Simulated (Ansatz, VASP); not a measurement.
# BN: VASP beside Ansatz

Wanted: the spread between two codes on one cell, functional and k mesh. The cell is taken from a series of VASP runs on this material, whose earlier steps may have relaxed, scaled or displaced it; both programs get it as it stands.

Method: plane waves, with VASP 6.6.1 beside it; band structure at PBE with D3(BJ), electric field gradients at PBE with D3(BJ) and dielectric response at PBE with D3(BJ), in Ansatz 0.2.0.

### Step 1. Starting point

The structure is hexagonal, space group P6_3mc (No. 186). The conventional cell has a = 2.542 Å, b = 2.542 Å, c = 4.205 Å, α = 90.00°, β = 90.00°, γ = 120.00°. Nearest to B lie 4 N at 1.56 to 1.57 Å. N has 4 B at 1.56 to 1.57 Å nearest. Farther neighbours and most contacts between anions are not listed.

### Step 2. Ansatz: band structure, PBE with D3(BJ)

Ansatz runs on its default PAW (the set named soft_2) files.

Levels along a path test the potential and the projectors away from the mesh points.

input.yaml reads:

```yaml
crystal:
  lattice:
    - [2.5424592805, 0.0, 0.0]
    - [-1.2712296403, 2.201834325, 0.0]
    - [0.0, 0.0, 4.2045635586]
  atoms:
    - { symbol: B, position: [0.6666666667, 0.3333333333, 0.0002552075] }
    - { symbol: B, position: [0.3333333333, 0.6666666667, 0.5002552075] }
    - { symbol: "N", position: [0.6666666667, 0.3333333333, 0.3747447925] }
    - { symbol: "N", position: [0.3333333333, 0.6666666667, 0.8747447925] }
hamiltonian:
  xc: pbe
  pseudopotentials: { kind: paw }
  dispersion: d3bj
kpoints:
  mp_grid: { grid: [10, 10, 5] }
  band_path:
    path:
      - [0.0, 0.0, 0.0]
      - [0.13333, 0.0, 0.0]
      - [0.3, 0.0, 0.0]
      - [0.46667, 0.0, 0.0]
      - [0.46667, 0.06667, 0.0]
      - [0.41111, 0.17778, 0.0]
      - [0.35556, 0.28889, 0.0]
      - [0.33333, 0.33333, 0.0]
      - [0.28889, 0.28889, 0.0]
      - [0.17778, 0.17778, 0.0]
      - [0.06667, 0.06667, 0.0]
      - [0.0, 0.0, 0.03333]
      - [0.0, 0.0, 0.2]
      - [0.0, 0.0, 0.36667]
      - [0.0, 0.0, 0.5]
      - [0.16667, 0.0, 0.5]
      - [0.3, 0.0, 0.5]
      - [0.46667, 0.0, 0.5]
      - [0.46667, 0.06667, 0.5]
      - [0.41111, 0.17778, 0.5]
      - [0.35556, 0.28889, 0.5]
      - [0.28889, 0.28889, 0.5]
      - [0.17778, 0.17778, 0.5]
      - [0.06667, 0.06667, 0.5]
      - [0.5, 0.0, 0.46667]
      - [0.5, 0.0, 0.3]
      - [0.5, 0.0, 0.13333]
      - [0.33333, 0.33333, 0.0]
      - [0.33333, 0.33333, 0.16667]
      - [0.33333, 0.33333, 0.33333]
      - [0.33333, 0.33333, 0.5]
    npoints: 1
scf:
  occupations: { method: gaussian, width: 0.05 }
  n_extra_bands: 8
output:
  forces: true
  stress: true
  eigenvalues: true
  write_density: true
  write_potential: true
  elf: true
  volumetric_format: npy
```

Command:

```bash
$ ansatz run input.yaml --threads 2 --pin off --max-ram 4608MiB --backend cpu --events-out ev --progress --plain --runs-dir out
```

Numbers of over 12 decimals in the logs are rounded to 6 here.

The log of the run:

```text
scf.n_extra_bands = 8 over 8 filled bands (N_el = 16.0): the run solves 16 bands
Engine: ansatz 0.2.0, aarch64-unknown-linux-gnu
Pseudopotentials: kind: paw
Pseudopotential: B, paw, valence charge 3, recommended cutoff 420 eV (normal), B.paw.azcp
Pseudopotential: N, paw, valence charge 5, recommended cutoff 420 eV (normal), N.paw.azcp
Functional definition: PBE
  parameter kappa = 0.804
  parameter beta = 0.066725
  exchange = pbe_x(kappa = kappa, mu = beta*pi^2/3)
  correlation = pbe_c(beta = beta)
Crystal: 4 atoms, lattice volume = 23.537 Å³
Basis set: ecut = 420 eV, 465 PW (Γ), exchange–correlation on 36×36×60 points (8 copies of the dense FFT grid, shifted against one another)
Bands: 16, of which v1, the nominal top of the filled ones, is band 8 counted from 1 (7 counted from 0)
Symmetry: 12 space group operations
Space group: P63mc (ITA 186), of the structure as read, at distance tolerance 2.9e-5 Å
k-points: 42 of 500 (time reversal used)
Non-local potential: B, projectors of the file, l = 0: 2, l = 1: 2, l = 2: 1
Non-local potential: N, projectors of the file, l = 0: 2, l = 1: 2, l = 2: 1
PAW form: soft (Blöchl's): semilocal exchange-correlation on the pseudo side does not see the compensation charge
PAW one-centre angular grid: B, 110 points (default); XC on 64 Gauss nodes
PAW one-centre angular grid: N, 110 points (default); XC on 64 Gauss nodes
Initial density: superposition of atomic densities (neutral atoms: chi_scale 0, normalization atom), corrected by the library's trained network
Initial wavefunctions: pseudopotential atomic-orbital guess
Functional: x = pbe(κ = 0.804, μ = 0.219515), c = pbe(β = 0.066725)
SCF iter   1: F=—  HF=-1085.316809 eV  |F-HF|=—  |Δ(HF+E_count)|=         —  Δρ=2.93e-3  dr2=1.04e-3  ethr=1.77e-3  ⟨swp⟩=4.9  Hψ=3164  notcnv=0  defer=38
preconditioner: auto → none  [insulator: Δε(μ)=5.376 eV  Ē_g=20.105 eV  σ=0.050 eV  W_gap=1.00  n_scr=2 (ndim 8)  ℏωp=30.6 eV  f_vac=0.000  D(μ)=0.00/eV (n_scr^D=0)  ε∞_Penn≈3.3]
SCF iter   2: F=—  HF=-1085.317074 eV  |F-HF|=—  |Δ(HF+E_count)|=   2.64e-4  Δρ=1.17e-3  dr2=1.37e-4  ethr=6.51e-6  ⟨swp⟩=2.6  Hψ=1366  notcnv=0  defer=66
SCF iter   3: F=—  HF=-1085.317224 eV  |F-HF|=—  |Δ(HF+E_count)|=   1.50e-4  Δρ=1.66e-4  dr2=2.19e-6  ethr=8.56e-7  ⟨swp⟩=2.4  Hψ=922  notcnv=0  defer=66
SCF iter   4: F=—  HF=-1085.317231 eV  |F-HF|=—  |Δ(HF+E_count)|=   7.61e-6  Δρ=2.33e-5  dr2=5.97e-8  ethr=1.37e-8  ⟨swp⟩=2.0  Hψ=896  notcnv=0  defer=66
iter 5 did not close the SCF: its close was put off for the readings that it lacked (scf_convergence_deferred on its scf_iter line)
SCF iter   5: F=-1085.317231 eV  HF=-1085.317231 eV  |F-HF|=1.88e-9  |Δ(HF+E_count)|=   9.39e-8  Δρ=3.62e-6  dr2=1.49e-9  ethr=3.73e-10  ⟨swp⟩=2.2  Hψ=862  notcnv=0  defer=66
SCF iter   6: F=-1085.317231 eV  HF=-1085.317231 eV  |F-HF|=1.93e-11  |Δ(HF+E_count)|=   2.15e-9  Δρ=5.29e-7  dr2=3.14e-11  ethr=9.33e-12  ⟨swp⟩=8.0  Hψ=3506  notcnv=0
SCF 1 converged in 6 iterations: F = -1085.317231 eV  dr2 = 3.14e-11
  greatest PAW one-centre occupation: 0.788 electrons in one spin orbital (limit 2), on the N atom at site 3 (counted from 0), in its partial waves of l = 0
NSCF: frozen V_eff on 31 k-points
SCF converged after 6 iterations
Free energy (F): -1085.317231 eV
Harris-Foulkes:  -1085.317231 eV  (|F-HF|=1.93e-11)
Internal energy: -1085.317231 eV  (E = F + TS)
E sigma→0 (E₀):  -1085.317231 eV
Fermi energy:    14.094987 eV
--- Per-component energies (eV) ---
  E_band       = 53.560848
  E_kinetic    = 371.838007
  E_local      = -351.761052  (includes V_loc(G=0)·N_el)
  E_nonlocal   = 113.284092
  E_hartree    = 98.916341
  E_xc         = -187.064347
  E_vxc        = -232.687794  (∫ρ·V_xc dr)
  E_paw        = -412.954382  (= ΣΔE_a)
  E_vpaw       = -44.945285  (= ΣTr[D̂ρ^β])
  E_aug_tail   = 0.000205  (compensation charges beyond the density's cutoff)
  E_ewald      = -716.736066
  E_disp       = -0.840029  (pairwise vdW)
  E_smearing   = -0.000000  (= −TS)
  E_closure    = -0.000000  (closes the sum)
  Σ components = -1085.317231   (vs F -1085.317231, Δ=0.00e0)
--- Forces (eV/Å), atoms counted from 1 ---
  atom   1  B      0.00000000     0.00000000    -0.00373299
  atom   2  B     -0.00000000    -0.00000000    -0.00373299
  atom   3  N     -0.00000000    -0.00000000     0.00372911
  atom   4  N      0.00000000     0.00000000     0.00372911
  max |Σ_I F_I| component: 7.76e-6 eV/Å
--- Stress (GPa, compression-positive) ---
       -0.362346       0.000000      -0.000000
        0.000000      -0.362346       0.000000
        0.000000      -0.000000      -0.276932
  P = ⅓ Tr σ = -0.3339 GPa (-3.339 kbar)
--- Band table (eV; the first three rows and the last of 42) ---
  k-point 0: bands = [... 4 lower, 9.2645, 11.1253, 11.3987, 11.3987, 19.7990, 19.7990, 20.0433, 20.9685, ... 4 higher]
  k-point 1: bands = [... 4 lower, 9.4334, 9.8757, 11.1481, 11.1481, 20.0848, 20.0848, 20.5145, 20.9615, ... 4 higher]
  k-point 2: bands = [... 4 lower, 9.9036, 9.9036, 10.5519, 10.5519, 20.8550, 20.8550, 20.8849, 20.9464, ... 4 higher]
  k-point 41: bands = [... 4 lower, 3.6147, 4.5448, 7.9171, 8.3445, 20.0377, 20.7128, 21.5088, 23.0794, ... 4 higher]
```

Wall time 2.3 s (2 threads of Arm Neoverse N1, shared host); peak memory 0.27 GiB; 4.2 s of CPU time.

In the SCF lines HF is the Harris–Foulkes energy and dr2 the Hartree energy of the density residual, in eV; the loop may stop once dr2 is under the threshold and the program's other checks hold. Hψ counts applications of the Hamiltonian.

### Step 3. VASP: band structure, PBE with D3(BJ)

The same cell, functional, mesh and smearing now go to VASP, with its own data sets and cutoff.

Lines of VASP's logs that name or quote its potential files are left out, and so is its time.

INCAR reads:

```
SYSTEM = BN
PREC = Accurate
ENCUT = 520
EDIFF = 1E-06
NELM = 100
ISMEAR = 0
SIGMA = 0.05
LREAL = .FALSE.
ALGO = Normal
GGA = PE
IVDW = 12
NBANDS = 22
LORBIT = 11
LWAVE = .FALSE.
LCHARG = .FALSE.
KPAR = 4
```

POSCAR reads:

```
BN
1.0
    2.5424592805      0.0000000000      0.0000000000
   -1.2712296403      2.2018343250      0.0000000000
    0.0000000000      0.0000000000      4.2045635586
B N
2 2
Direct
    0.6666666667      0.3333333333      0.0002552075
    0.3333333333      0.6666666667      0.5002552075
    0.6666666667      0.3333333333      0.3747447925
    0.3333333333      0.6666666667      0.8747447925
```

KPOINTS reads:

```
Automatic mesh
0
Gamma
10 10 5
0 0 0
```

KPOINTS_OPT reads:

```
Line mode
16
Line-mode
Reciprocal
  0.00000000   0.00000000   0.00000000 GAMMA
  0.50000000   0.00000000   0.00000000 M

  0.50000000   0.00000000   0.00000000 M
  0.33333333   0.33333333   0.00000000 K

  0.33333333   0.33333333   0.00000000 K
  0.00000000   0.00000000   0.00000000 GAMMA

  0.00000000   0.00000000   0.00000000 GAMMA
  0.00000000   0.00000000   0.50000000 A

  0.00000000   0.00000000   0.50000000 A
  0.50000000   0.00000000   0.50000000 L

  0.50000000   0.00000000   0.50000000 L
  0.33333333   0.33333333   0.50000000 H

  0.33333333   0.33333333   0.50000000 H
  0.00000000   0.00000000   0.50000000 A

  0.50000000   0.00000000   0.50000000 L
  0.50000000   0.00000000   0.00000000 M

  0.33333333   0.33333333   0.00000000 K
  0.33333333   0.33333333   0.50000000 H
```

PAW data sets: B and N (PBE family, release 64).

Command:

```bash
$ mpirun -np 4 vasp_std
```

The log of the run:

```text
[banner, memory and clock lines left out]
running    4 mpi-ranks, on    1 nodes
 distrk:  each k-point on    1 cores,    4 groups
 distr:  one band on    1 cores,    1 groups

 POSCAR found type information on POSCAR B N
 POSCAR found :  2 types and       4 ions
 LDA part: xc-table for (Slater+PW92), standard interpolation
 POSCAR, INCAR and KPOINTS ok, starting setup
 FFT: planning ... GRIDC
 FFT: planning ... GRID_SOFT
 FFT: planning ... GRID
 WAVECAR not read
 entering main loop
       N       E                     dE             d eps       ncg     rms          rms(c)
DAV:   1     0.393539747871E+02    0.39354E+02   -0.77310E+03  1856   0.707E+02
DAV:   2    -0.347868181084E+02   -0.74141E+02   -0.70051E+02  2304   0.196E+02
DAV:   3    -0.367787698841E+02   -0.19920E+01   -0.19771E+01  2226   0.271E+01
DAV:   4    -0.367824140320E+02   -0.36441E-02   -0.36440E-02  1974   0.129E+00
DAV:   5    -0.367824182491E+02   -0.42171E-05   -0.42171E-05  2214   0.426E-02    0.952E+00
DAV:   6    -0.349959059910E+02    0.17865E+01   -0.13003E+00  1962   0.992E+00    0.454E+00
DAV:   7    -0.348536426852E+02    0.14226E+00   -0.27996E-01  2156   0.348E+00    0.277E+00
DAV:   8    -0.348262436612E+02    0.27399E-01   -0.40850E-02  2154   0.138E+00    0.249E-01
DAV:   9    -0.348256840156E+02    0.55965E-03   -0.10741E-03  1950   0.345E-01    0.142E-01
DAV:  10    -0.348259469983E+02   -0.26298E-03   -0.30241E-04  1944   0.121E-01    0.204E-02
DAV:  11    -0.348259566637E+02   -0.96653E-05   -0.11951E-05  2156   0.311E-02    0.163E-02
DAV:  12    -0.348259569922E+02   -0.32854E-06   -0.28359E-06  2012   0.147E-02
   1 F= -.35665851E+02 E0= -.35665851E+02  d E =-.241938E-25
 Start KPOINTS_OPT (optional k-point list driver)
k-point batch [1-42\144]
       N       E                     dE             ncg
DAV:   1     0.272187866523E+04   -0.23276E+05     1856
DAV:   2    -0.274227673764E+03   -0.29961E+04     2320
DAV:   3    -0.354872719928E+03   -0.80645E+02     2174
DAV:   4    -0.355001897667E+03   -0.12918E+00     2030
DAV:   5    -0.355002026616E+03   -0.12895E-03     2220
DAV:   6    -0.355002026813E+03   -0.19636E-06     1688
[...]
k-point batch [127-144\144]
       N       E                     dE             ncg
DAV:   1     0.155234211626E+05   -0.14438E+05      792
DAV:   2     0.143054612630E+05   -0.12180E+04      960
DAV:   3     0.142771942695E+05   -0.28267E+02      906
DAV:   4     0.142771516908E+05   -0.42579E-01      858
DAV:   5     0.142771516477E+05   -0.43118E-04      912
DAV:   6     0.142771516476E+05   -0.66673E-07      738
```

OUTCAR, selected parts (step 3):

```text
ion  position               nearest neighbor table
   1  0.667  0.333  0.000-   4 1.56   4 1.56   4 1.56   3 1.57
   2  0.333  0.667  0.500-   3 1.56   3 1.56   3 1.56   4 1.57
   3  0.667  0.333  0.375-   2 1.56   2 1.56   2 1.56   1 1.57
   4  0.333  0.667  0.875-   1 1.56   1 1.56   1 1.56   2 1.57

  LATTYP: Found a hexagonal cell.
 ALAT       =     2.5424592805
 C/A-ratio  =     1.6537387996

 Subroutine GETGRP returns: Found 12 space group operations
 (whereof  6 operations were pure point group operations)

The static configuration has the point symmetry C_3v.
 The point group associated with its full space group is C_6v.

 Found     42 irreducible k-points:

   k-points           NKPTS =     42   k-points in BZ     NKDIM =     42   number of bands    NBANDS=     22

   dimension x,y,z NGX =    20 NGY =   20 NGZ =   32
   dimension x,y,z NGXF=    40 NGYF=   40 NGZF=   64

   ENCUT  =  520.0 eV  38.22 Ry    6.18 a.u.   4.73  4.73  7.82*2*pi/ulx,y,z

   NELECT =      16.0000    total number of electrons

 k-points in reciprocal lattice and weights: Automatic mesh
   0.00000000  0.00000000  0.00000000       0.002
   0.10000000 -0.00000000  0.00000000       0.012
   0.20000000 -0.00000000  0.00000000       0.012
   0.30000000  0.00000000  0.00000000       0.012
   0.40000000  0.00000000  0.00000000       0.012
   0.50000000 -0.00000000  0.00000000       0.006
   0.10000000  0.10000000  0.00000000       0.012
   0.20000000  0.10000000  0.00000000       0.024
   0.30000000  0.10000000  0.00000000       0.024
[...]
0.40000000  0.20000000  0.40000000       0.024
   0.30000000  0.30000000  0.40000000       0.024

 average (electrostatic) potential at core
       1 -24.4279       2 -24.4279       3 -60.3438       4 -60.3438

 E-fermi :   7.9629

 k-point     1 :       0.0000    0.0000    0.0000
  band No.  band energies     occupation
    ...
      4       5.4748      2.00000
      5       5.4748      2.00000
      6       7.3333      2.00000
      7       7.6097      2.00000
      8       7.6097      2.00000
      9      15.9968      0.00000
     10      15.9968      0.00000
     11      16.2466      0.00000
     12      17.1870      0.00000
     13      18.4488      0.00000
    ...

 k-point     2 :       0.1000   -0.0000    0.0000
  band No.  band energies     occupation
    ...
      4       4.5017      2.00000
      5       5.0775      2.00000
      6       6.8014      2.00000
      7       7.1184      2.00000
      8       7.3830      2.00000
      9      15.6790      0.00000
     10      16.4246      0.00000
     11      16.5756      0.00000
     12      17.8695      0.00000
     13      19.0622      0.00000
    ...

 k-point     3 :       0.2000   -0.0000    0.0000
  band No.  band energies     occupation
    ...
      4       2.3267      2.00000
      5       4.2216      2.00000
      6       4.9270      2.00000
      7       6.4680      2.00000
      8       6.7986      2.00000
      9      15.1738      0.00000
     10      17.0044      0.00000
     11      17.3305      0.00000
     12      18.6158      0.00000
     13      19.7898      0.00000
    ...

 Edisp (eV)   -0.83989

  Total      -0.00690    -0.00690    -0.00827     0.00000     0.00000     0.00000
  in kB      -0.46943    -0.46943    -0.56303     0.00000     0.00000     0.00000
  external pressure =       -0.50 kB  Pullay stress =        0.00 kB

  energy-cutoff  :      520.00
  volume of cell :       23.54
      direct lattice vectors                 reciprocal lattice vectors
     2.542459281  0.000000000  0.000000000     0.393319967  0.227083389  0.000000000
    -1.271229640  2.201834325  0.000000000     0.000000000  0.454166778  0.000000000
     0.000000000  0.000000000  4.204563559     0.000000000  0.000000000  0.237836814

 POSITION                                       TOTAL-FORCE (eV/Angst)
 -----------------------------------------------------------------------------------
      1.27123      0.73394      0.00107         0.000000     -0.000000     -0.000770
     -0.00000      1.46789      2.10335        -0.000000      0.000000     -0.000770
      1.27123      0.73394      1.57564         0.000000     -0.000000      0.000770
     -0.00000      1.46789      3.67792        -0.000000     -0.000000      0.000770
 -----------------------------------------------------------------------------------
    total drift:                               -0.000000     -0.000000     -0.000410

  FREE ENERGIE OF THE ION-ELECTRON SYSTEM (eV)
  ---------------------------------------------------
  free  energy   TOTEN  =       -35.6658514853 eV

  energy  without entropy=      -35.6658514853  energy(sigma->0) =      -35.66585149

 total charge
# of ion       s       p       d       tot
------------------------------------------
    1        0.678   1.364   0.000   2.042
    2        0.678   1.364   0.000   2.042
    3        1.216   2.767   0.000   3.983
    4        1.216   2.767   0.000   3.983
--------------------------------------------------
tot          3.788   8.261   0.000  12.049

[... 3 further parts left out ...]
```

The run ends at a pressure of -0.05 GPa, with forces up to 7.7e-4 eV/Å.

### Step 4. Differences

Known differences besides the potentials themselves: the cutoff is 420 eV in Ansatz and 520 eV in VASP; VASP leaves aspherical gradient terms in its spheres out (LASPH is not set), Ansatz keeps them. Total energies have different zeros and are not compared.

Compared:

| quantity | Ansatz | VASP | difference |
| --- | --- | --- | --- |
| pressure (GPa) | -0.33 | -0.05 | -0.28 |
| pressure without Ansatz's Pulay correction (GPa) | -1.40 | -0.05 | -1.35 |
| gap over the path points (eV) | 5.198 | 5.180 | +0.018 |

Levels at points of the path, from each program's valence-band top (eV; 4 filled, then empty):

```csv
k (reciprocal lattice),Ansatz,VASP
0.000 0.000 0.000,-2.13 -0.27 0.00 0.00 8.40 8.40 8.64,-2.13 -0.28 0.00 0.00 8.39 8.39 8.64
0.133 0.000 0.000,-2.79 -1.36 -0.66 -0.39 7.92 9.11 9.13,-2.79 -1.36 -0.66 -0.39 7.91 9.10 9.12
0.300 0.000 0.000,-4.85 -4.23 -2.21 -1.47 7.12 9.16 10.40,-4.85 -4.23 -2.22 -1.47 7.11 9.15 10.38
0.467 0.000 0.000,-7.03 -4.99 -4.31 -2.10 6.75 8.03 10.64,-7.03 -4.98 -4.31 -2.10 6.74 8.02 10.62
0.467 0.067 0.000,-6.88 -5.32 -4.45 -2.41 7.23 7.66 10.66,-6.88 -5.32 -4.46 -2.41 7.22 7.64 10.65
0.411 0.178 0.000,-6.64 -6.50 -4.65 -3.77 6.25 9.71 11.94,-6.64 -6.50 -4.66 -3.77 6.24 9.70 11.93
0.356 0.289 0.000,-7.11 -5.80 -5.34 -5.04 5.29 12.95 13.17,-7.11 -5.81 -5.34 -5.04 5.27 12.95 13.16
0.333 0.333 0.000,-7.22 -5.46 -5.44 -5.44 5.20 13.54 13.54,-7.22 -5.46 -5.45 -5.45 5.18 13.53 13.53
0.289 0.289 0.000,-6.55 -6.39 -4.95 -4.59 5.54 12.44 12.76,-6.55 -6.39 -4.95 -4.60 5.52 12.44 12.76
0.178 0.178 0.000,-6.08 -3.94 -2.45 -2.19 8.16 9.20 10.54,-6.08 -3.94 -2.45 -2.20 8.15 9.19 10.54
```

At this near-relaxed geometry the largest component of a force difference is 3 meV/Å. Among the levels compared at these points, filled levels agree within 5 meV and empty ones within 18 meV. Ansatz's pressure holds a Pulay correction of 1.07 GPa; VASP's holds none.

### Step 5. Other set-ups

Further runs change the set-up of one program: Ansatz's method, potentials or start, or VASP's data sets, cutoff or form of LDA. The table gives Ansatz less VASP for each quantity, since a change that brings one quantity closer may part another.

```
                              run  r.m.s. force difference (meV/Å)  pressure (GPa)  gap over the path points (eV)
                         as above                              1.7           -0.28                          0.018
Ansatz's all-electron LAPW method                              1.9           -0.28                         0.0078
```

[end of part 1 of 2]

[Lines on the potential files, build, host, timing and source positions are cut from VASP's logs without a mark.]

[Logs are printed without paths, hosts, clocks, repeated set-up lines and the standing remarks that a program may print on its own settings, such as how far it seeks lower states.]

[Hosts, paths, dates, database ids (printed as entryN), source tags and the programs' standing remarks are cut or masked in the printed files.]
